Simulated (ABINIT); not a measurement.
Sn:

```
Sn
1.0
    -2.94014    2.94014    1.59930
     2.94014   -2.94014    1.59930
     2.94014    2.94014   -1.59930
Sn
2
Direct
  0.00000 0.00000 0.00000
  0.75000 0.25000 0.50000
```

Base run:

| Item | Value |
| --- | --- |
| Program | ABINIT 10.8.3 (patched build) |
| Functional | r2SCAN |
| Potentials or basis | PseudoDojo NC SR PBE v0.4.1 standard |
| Cutoff | 1170 eV |
| k mesh | 7 × 7 × 7 |
| Occupations | fermi-dirac, width 0.05 eV |
| Spin | no spin polarisation |

Its results: band gap on the k mesh none (metal or under the smearing width); pressure -0.8 GPa.

Task: The run is repeated on the same cell with these changes: potentials or basis from PseudoDojo NC SR PBE v0.4.1 standard to Ansatz NC r2SCAN; cutoff from 1170 eV to 1469 eV. What comes out?

Result: Band gap on the k mesh none (metal or under the smearing width); pressure -0.4 GPa.

Caveats: a meta-GGA on potentials with a model core is unreliable (some runs); the potentials were made for another functional, which shifts forces and pressure (some runs).
